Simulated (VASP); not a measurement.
## HfN: equation of state with LDA

Crystal: HfN.

```
Hf N
1.0
     0.00000    2.41349    2.41349
     2.41349    0.00000    2.41349
     2.41349    2.41349    0.00000
Hf N
1 1
Direct
  0.00000 0.00000 0.00000
  0.25000 0.25000 0.25000
```

The cell comes from a database or a generator and needn't be the stable form of this composition.

```
Program                : VASP 6.6.1
Task                   : equation of state
Functional             : LDA
Potentials or basis    : VASP PAW LDA potentials, release 64 (Hf_pv, N)
Cutoff                 : 520 eV
k mesh                 : 8 × 8 × 8
Occupations            : fermi-dirac, width 0.05 eV
Spin                   : no spin polarisation
Ladder                 : gaps
Further INCAR settings : ALGO = Normal; EDIFF = 1e-07
```

```json
{
  "Equilibrium volume": "14.07 Å³/atom",
  "Bulk modulus": "221 GPa",
  "Pressure derivative of the bulk modulus": "4.1 (rough: it moves with the points fitted)"
}
```

Energy against volume, from the lowest point:
```
volume (Å³/atom)  energy (meV/atom)
          13.496              17.13
          13.777               4.26
          14.058               0.00
          14.340               3.53
          14.621              14.09
```

All runs of the series together: 68 s on 1 thread of AMD EPYC 7R13 Processor (Zen 3), on a shared host.

Spin-orbit coupling is left out, which matters for the levels of Hf.
